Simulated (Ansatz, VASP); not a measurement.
TePt: VASP beside Ansatz

```
Pt Te
1.0
     4.17586    0.00000    0.00000
    -2.08793    3.61640    0.00000
     0.00000    0.00000    5.54619
Pt Te
2 2
Cartesian
  0.0000 0.0000 0.0000
  0.0000 0.0000 2.7731
  0.0000 2.4109 1.3865
  2.0879 1.2055 4.1596
```

Change from the starting cell: volume scaled by 0.94.

Alike in both runs: task single point; functional PBEsol; k mesh 7 × 7 × 5; occupations fermi-dirac, width 0.05 eV; no spin polarisation.

```csv
,VASP,Ansatz
version,VASP 6.6.1,Ansatz 0.2.0
potentials or method,"VASP PAW PBE potentials, release 64 (Pt, Te)",Ansatz PAW
plane-wave cutoff (eV),520,420
valence electrons in the cell,32,68
```

VASP gave:

- gap on the k mesh at the Fermi level (eV): none
- pressure (GPa): 3.1
- largest component of the traceless stress (GPa): 1.02

Q: What did Ansatz give for the same quantities?

A: gap on the k mesh at the Fermi level (eV): none; pressure (GPa): 3.2; largest component of the traceless stress (GPa): 1.01.

A gap of «none» marks a metal or a gap that the smearing closes. The two sets of potentials don't hold the same shells in valence.

Caveats: the PAW data sets were made with another functional, which shifts forces and pressure a little (VASP); the PAW data sets come from PBE, with cores solved anew for the run's functional, which leaves a small shift of forces and pressure (Ansatz). Spin-orbit coupling is left out, which matters for the levels of Pt, Te.
